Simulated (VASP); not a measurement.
Write the native input for VASP 6.6.1 that does the following.

| Quantity | Value |
| --- | --- |
| Task | single point |
| Functional | PBEsol |
| Potentials or basis | VASP PAW PBE potentials, release 64 (Y_sv, N_h) |
| Cutoff | 900 eV |
| k mesh | 12 × 12 × 12 |
| Occupations | gaussian, width 0.1 eV |
| Spin | no spin polarisation |
| Further INCAR settings | ALGO = Fast; EDIFF = 1e-06; NBANDS = 15 |

The structure of YN lies in POSCAR:

```
YN
1.0
    0.0000000000      2.4270300000      2.4270300000
    2.4270300000      0.0000000000      2.4270300000
    2.4270300000      2.4270300000      0.0000000000
Y N
1 1
Direct
    0.0000000000      0.0000000000      0.0000000000
    0.5000000000      0.5000000000      0.5000000000
```

The cell comes from a database or a generator and needn't be the stable form of this composition.

These files were run (other wordings do the same):

INCAR

```
SYSTEM = YN
ALGO = Fast ; EDIFF = 1E-6
ENCUT = 900 ; GGA = PS
ISIF = 2 ; ISMEAR = 0
LASPH = .TRUE. ; LCHARG = .TRUE.
LELF = .TRUE. ; LREAL = .FALSE.
LVHAR = .TRUE. ; LWAVE = .FALSE.
NBANDS = 15 ; NELM = 60
PREC = Accurate ; SIGMA = 0.1
```

KPOINTS

```
k-points
0
G
  12 12 12
  0 0 0
```

Potentials or basis: VASP PAW PBE potentials, release 64 (Y_sv, N_h).

Launch:

```sh
$ cat potpaw_PBE.64/Y_sv/POTCAR potpaw_PBE.64/N_h/POTCAR > POTCAR
$ mpirun -np 1 vasp_std > vasp.out
```

It gave:

* Pressure: -0.1 GPa
* Band gap on the k mesh: 0.07 eV, indirect (least direct gap 0.44 eV)

Caveat: the cutoff is under 1.25 times the usual one of these potentials, so pressure, stress and relaxed cells hold a basis-set (Pulay) error; the PAW data sets were made with another functional, which shifts forces and pressure a little.

Run time: 48 s on 1 thread of Intel(R) Xeon(R) 6975P-C (Granite Rapids), on a shared host, peak memory 0.3 GiB.
